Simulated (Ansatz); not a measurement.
# NbN: the cost of one run

Program: Ansatz 0.2.0. Level of theory: DFT r²SCAN+U (U_eff = 1 eV on Nb d), plane waves, PAW. These are calculated values, not measurements.

### Step 1. The structure to begin with

It takes space group Fm-3m (No. 225, cubic). Conventional cell: a = 4.389 Å, b = 4.389 Å, c = 4.389 Å, α = 90.00°, β = 90.00°, γ = 90.00°. Around Nb (site symmetry m-3m) lie 6 N at 2.19 Å. N (site symmetry m-3m) has 6 Nb at 2.19 Å as nearest neighbours.

Coordinates:

```xyz
2
Lattice="0.0000 2.1945 2.1945 2.1945 0.0000 2.1945 2.1945 2.1945 0.0000" Properties=species:S:1:pos:R:3 pbc="T T T"
Nb    2.1945    2.1945    2.1945
N     0.0000    0.0000    0.0000
```

Magnetic order typed: ferromagnetic.

### Step 2. From atoms, symmetry kept, no search

input.yaml reads:

```yaml
crystal:
  lattice:
    - [0.0, 2.19450073, 2.19450073]
    - [2.19450073, 0.0, 2.19450073]
    - [2.19450073, 2.19450073, 0.0]
  atoms:
    - { symbol: Nb, position: [0.5, 0.5, 0.5], spin: 2.0 }
    - { symbol: "N", position: [0.0, 0.0, 0.0] }
basis:
  ecutwfc: 500
  ecutrho_ratio: 4
kpoints:
  mp_grid: { grid: [7, 7, 7] }
hamiltonian:
  xc: r2scan
  hubbard: { sites: [{ site: 0, l: d, u_eff: 1.0 }] }
scf:
  occupations: { method: gaussian, width: 0.05 }
  lower_state_search: "off"
  max_iter: 150
output:
  forces: true
  stress: true
  eigenvalues: true
  populations: true
  hubbard: { sites: [{ site: 0, l: d }] }
magnetization:
  spin_polarized: true
```

Command:

```sh
> ansatz run input.yaml --threads 2 --pin off --max-ram 3072MiB --backend cpu --events-out ev --progress --plain --runs-dir out
```

What time and memory should one allow on 2 threads of Arm Neoverse V2, shared host?

About 3 s, with a peak of 0.34 GiB.
